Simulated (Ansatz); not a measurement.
NiO: two-dimensional strain map

Theory: DFT PBEsol, scalar-relativistic, plane waves, PAW (Ansatz 0.2.0). Cutoff 420 eV, Γ-centred 26×26×26 k-points, Gaussian smearing of 0.15 eV. Collinear spins, started from moments 1.1, 0.2 μB in atom order; the magnetic state may not be the lowest. Energies are free energies at this smearing, counted from the undisturbed cell; pressure is positive in compression.

The undisturbed cell (relaxed at this level; with this scan's settings it stands at -0.2 GPa):

```xyz
2
Lattice="0.0000 2.0581 2.0581 2.0581 0.0000 2.0581 2.0581 2.0581 0.0000" Properties=species:S:1:pos:R:3 pbc="T T T"
Ni    0.0000    0.0000    0.0000
O     2.0581    2.0581    2.0581
```

The cell is strained by p along both x and y and by q along z, fractional coordinates fixed. Points are written (p, q).

Energy above the undisturbed cell in meV/atom (a dash: not computed):

```csv
p \ q,-0.050,0.000,0.050
-0.050,140.1,67.2,41.5
0.000,22.1,0.0,?
0.050,?,47.4,–
```

Problem. Fill in the withheld energies.

Solution. (0.000, 0.050): 14.3; (0.050, -0.050): 27.6.

Cost: 8 runs of about 10 core-minutes in all, on Intel Xeon Platinum 8375C (Ice Lake) (shared hosts).